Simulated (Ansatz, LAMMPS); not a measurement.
## Finding the fault: InP with crystalline order left by the classical run (76 atoms)

Program: Ansatz 0.2.0. The cell: 38 In and 38 P.

File input.yaml:

```yaml
crystal:
  lattice:
    - [12.3838, 0.0, 0.0]
    - [0.0, 12.3838, 0.0]
    - [0.0, 0.0, 12.3838]
  atoms:
    - { symbol: In, position: [0.19395, 0.7054, 0.5627] }
    - { symbol: In, position: [0.21939, 0.00263, 0.38306] }
    - { symbol: In, position: [0.39838, 0.0217, 0.095] }
    - { symbol: In, position: [0.5639, 0.75979, 0.99275] }
    - { symbol: In, position: [0.53678, 0.47434, 0.17126] }
    - { symbol: In, position: [0.516, 0.17724, 0.3491] }
    - { symbol: In, position: [0.61118, 0.33425, 0.61445] }
    - { symbol: In, position: [0.58476, 0.04855, 0.79771] }
    - { symbol: In, position: [0.6453, 0.62295, 0.43532] }
    - { symbol: In, position: [0.09365, 0.54312, 0.3043] }
    - { symbol: In, position: [0.827, 0.65638, 0.15804] }
    - { symbol: In, position: [0.9331, 0.8049, 0.40579] }
    - { symbol: In, position: [0.14107, 0.12538, 0.93718] }
    - { symbol: In, position: [0.97652, 0.38542, 0.03451] }
    - { symbol: In, position: [0.35547, 0.44002, 0.46124] }
    - { symbol: In, position: [0.71775, 0.49846, 0.88811] }
    - { symbol: In, position: [0.67092, 0.91369, 0.25584] }
    - { symbol: In, position: [0.84799, 0.93665, 0.95842] }
    [... 52 atom lines left out ...]
    - { symbol: P, position: [0.35959, 0.35186, 0.71719] }
    - { symbol: P, position: [0.01833, 0.58844, 0.11115] }
    - { symbol: P, position: [0.1718, 0.31821, 0.00408] }
    - { symbol: P, position: [0.51971, 0.08437, 0.60501] }
    - { symbol: P, position: [0.54777, 0.37063, 0.4234] }
    - { symbol: P, position: [0.90663, 0.42198, 0.84489] }
kpoints:
  mp_grid: { grid: [1, 1, 1] }
hamiltonian:
  xc: pbe
scf:
  occupations: { method: fermi_dirac, width: 0.025 }
  eigensolver: { kind: { support_functions: { accuracy: medium, spacing: 0.45 } } }
  max_iter: 100
output:
  forces: true
```

Run with:

```bash
> ansatz run input.yaml --threads 4 --pin off --max-ram 8192MiB --backend cpu --events-out ev --progress --plain --runs-dir out
```

Numbers of over 12 decimals in the logs are rounded to 6 here.

Output:

```text
Warning: scf.eigensolver.kind.support_functions: disabling space-group detection — the functions' gradient is summed over unrotated k-points, so no spatial operation reduces the k-mesh or symmetrises the density; time reversal is kept, so that k and −k are solved as one point where they differ and the mesh holds both, and exact exchange and, on two spinor components, a DFT+U term hold to it where the run has them: [...]
settings of this run that can trade accuracy for cost: scf.eigensolver.kind.support_functions [...]
Engine: ansatz 0.2.0, aarch64-unknown-linux-gnu
Pseudopotentials: kind: paw
Pseudopotential: In, paw, valence charge 13, recommended cutoff 420 eV (normal), In.paw.azcp
Pseudopotential: P, paw, valence charge 5, recommended cutoff 420 eV (normal), P.paw.azcp
[... 5 lines on functional and potentials left out ...]
Crystal: 76 atoms, lattice volume = 1899.161 Å³
Basis set: ecut = 420 eV, 37193 PW (Γ), exchange–correlation on 180×180×180 points (8 copies of the dense FFT grid, shifted against one another)
Bands: 411, of which v1, the nominal top of the filled ones, is band 342 counted from 1 (341 counted from 0)
Symmetry: 1 space group operations
k-points: 1
[... 5 lines on functional and potentials left out ...]
Initial density: superposition of atomic densities (chi_scale 0.1, normalization cell, long waves kept (reshape's long-wave potential 0.01 eV rms))
Initial wavefunctions: pseudopotential atomic-orbital guess
Functional: x = pbe(κ = 0.804, μ = 0.219515), c = pbe(β = 0.066725)
SCF iter   1: F=—  HF=-241261.921361 eV  |F-HF|=—  |Δ(HF+E_count)|=         —  Δρ=4.86e-2  dr2=3.83e1  ethr=1.00e-1
preconditioner: auto → Resta (q_TF=auto, 2.301 Å⁻¹)  ε∞=13.7  [insulator: Δε(μ)=0.580 eV  Ē_g=12.529 eV  σ=0.025 eV  W_gap=1.00  n_scr=388 (ndim 8)  ℏωp=22.3 eV  f_vac=0.000  D(μ)=0.00/eV (n_scr^D=0)  ε∞_Penn≈4.2]
SCF iter   2: F=—  HF=-241302.955638 eV  |F-HF|=—  |Δ(HF+E_count)|=    4.10e1  Δρ=2.44e-2  dr2=8.58e0  ethr=5.60e-3
SCF iter   3: F=—  HF=-241301.930104 eV  |F-HF|=—  |Δ(HF+E_count)|=    1.03e0  Δρ=5.30e-3  dr2=6.96e-1  ethr=1.25e-3  κ⁻¹=1.0e0(r=1)
SCF iter   4: F=—  HF=-241302.061863 eV  |F-HF|=—  |Δ(HF+E_count)|=   1.32e-1  Δρ=1.72e-3  dr2=6.82e-2  ethr=1.02e-4  κ⁻¹=4.0e-2(r=2)
SCF iter   5: F=—  HF=-241302.104289 eV  |F-HF|=—  |Δ(HF+E_count)|=   4.24e-2  Δρ=6.17e-4  dr2=7.52e-3  ethr=9.97e-6  κ⁻¹=1.5e-3(r=3)
SCF iter   6: F=—  HF=-241302.123915 eV  |F-HF|=—  |Δ(HF+E_count)|=   1.96e-2  Δρ=1.59e-4  dr2=7.05e-4  ethr=1.10e-6  κ⁻¹=1.5e-4(r=4)
SCF iter   7: F=—  HF=-241302.167795 eV  |F-HF|=—  |Δ(HF+E_count)|=   4.39e-2  Δρ=7.35e-5  dr2=1.35e-4  ethr=1.03e-7  κ⁻¹=2.4e-5(r=5)
SCF iter   8: F=—  HF=-241302.174403 eV  |F-HF|=—  |Δ(HF+E_count)|=   6.61e-3  Δρ=2.61e-5  dr2=2.21e-5  ethr=1.97e-8  κ⁻¹=4.2e-6(r=6)
SCF iter   9: F=—  HF=-241302.178434 eV  |F-HF|=—  |Δ(HF+E_count)|=   4.03e-3  Δρ=1.09e-5  dr2=4.61e-6  ethr=3.23e-9  κ⁻¹=1.6e-6(r=7)
SCF iter  10: F=-241302.181367 eV  HF=-241302.181367 eV  |F-HF|=9.88e-8  |Δ(HF+E_count)|=   2.93e-3  Δρ=4.83e-6  dr2=6.45e-7  ethr=6.73e-10
SCF 1 converged in 10 iterations: F = -241302.218240 eV  dr2 = 6.45e-7
[...]
SCF converged after 10 iterations
Stability not checked: this state was not tested for a lower state beside it, because the mixer in use, unlike msr1, does not test its closes by its own steps (another_mixer; see scf.mixing.algorithm and scf.lower_state_search)
Free energy (F): -241302.218240 eV
Harris-Foulkes:  -241302.218240 eV  (|F-HF|=9.88e-8)
Internal energy: -241302.119189 eV  (E = F + TS)
E sigma→0 (E₀):  -241302.168715 eV
Entropy (-TS):   -0.099051 eV (-1.303 meV/atom)
Fermi energy:    7.166252 eV
--- Per-component energies (eV) ---
  E_band       = -1995.636352
  E_kinetic    = 13081.136612
  E_local      = -50682.248811  (includes V_loc(G=0)·N_el)
  E_nonlocal   = 13942.254296
  E_softening  = -0.621956  (part of E_nonlocal)
  E_grid_corr  = -96.114747  (part of E_nonlocal)
  E_hartree    = 19705.985781
  E_xc         = -10770.680032
  E_vxc        = -6344.095832  (∫ρ·V_xc dr)
  E_paw        = -179063.211058  (= ΣΔE_a)
  E_vpaw       = -11404.643194  (= ΣTr[D̂ρ^β])
  E_aug_tail   = 0.001058  (compensation charges beyond the density's cutoff)
  E_ewald      = -47515.320161
  E_smearing   = -0.099051  (= −TS)
  E_closure    = -0.000000  (closes the sum)
  E_support_correction = -0.036874  (second-order, or where that is not computed along the SCF)
  E_support_correction_error = 3.7e-3  (of E_support_correction; not in F)
  Σ components = -241302.218240   (vs F -241302.218240, Δ=0.00e0)
--- Forces (eV/Å), atoms counted from 1 ---
  atom   1  In     2.30839632    -2.25956095     1.59594586
  atom   2  In     2.02741000    -1.75954843    -0.59050796
  atom   3  In     0.84409468     2.55000154     1.91610046
  atom   4  In     1.36000424     2.48091279     2.41129140
  atom   5  In    -1.31789062    -2.75675558    -2.13329935
  atom   6  In    -0.47232417    -3.31060869    -0.90931805
  atom   7  In    -2.49755993    -0.34376591    -1.10358291
  atom   8  In     1.16231140    -0.69315167     1.38406721
  atom   9  In    -2.55861456     3.08766178    -0.92584414
  atom  10  In     2.20148137    -2.53852315    -2.15347863
  atom  11  In     2.82645479     2.60522854     2.77530846
  atom  12  In    -0.07385744    -1.96759487    -2.19304208
  atom  13  In    -2.84347882     2.82027683    -1.79949360
  atom  14  In    -2.88635963     1.87694698    -0.16990273
[...]
atom  75  P     -0.03791187     0.18850043    -0.26176993
  atom  76  P      0.30010806     0.11533457    -0.07971077
  max |Σ_I F_I| component: 7.46e0 eV/Å
--- Band table (eV) ---
  k-point 0: bands = ["-7.7613", "-7.7386", "-7.7367", "-7.7266", [... 335 levels ...], "7.0123", "7.1290", "7.1474", "7.1684", "7.2655", "7.2965", "7.3107", "7.3376", "7.3516", "7.4103", "7.6219", "7.6797"]
  guard bands above this table: 60 of the run's 411 bands (output.publish_guard_bands: true publishes all)
settings of this run that can trade accuracy for cost: scf.eigensolver.kind.support_functions [...]
```

It took 41 s on 4 threads of Arm Neoverse V2, shared host; peak memory 2.1 GiB; 2.6 min of CPU time.

Against a sound run (Kohn-Sham DFT, PBE, PAW (set soft_2), plane waves):

* r.m.s. difference of force components: 1543 meV/Å
* longest difference of force vectors: 5109 meV/Å
* force difference over r.m.s. force: 760 %
* energy difference: 1548 meV/atom

What is at fault here, and what would mend it?

A grid far too coarse: support_functions.accuracy = "medium" and support_functions.spacing = 0.45.

The fix is to leave the spacing at the level's default.

The run converged all the same, so the exit status doesn't show the fault.

[Logs are printed without paths, hosts, clocks, repeated set-up lines and the standing remarks that a program may print on its own settings, such as how far it seeks lower states.]

[Hosts, paths, dates, database ids (printed as entryN), source tags and the programs' standing remarks are cut or masked in the printed files.]
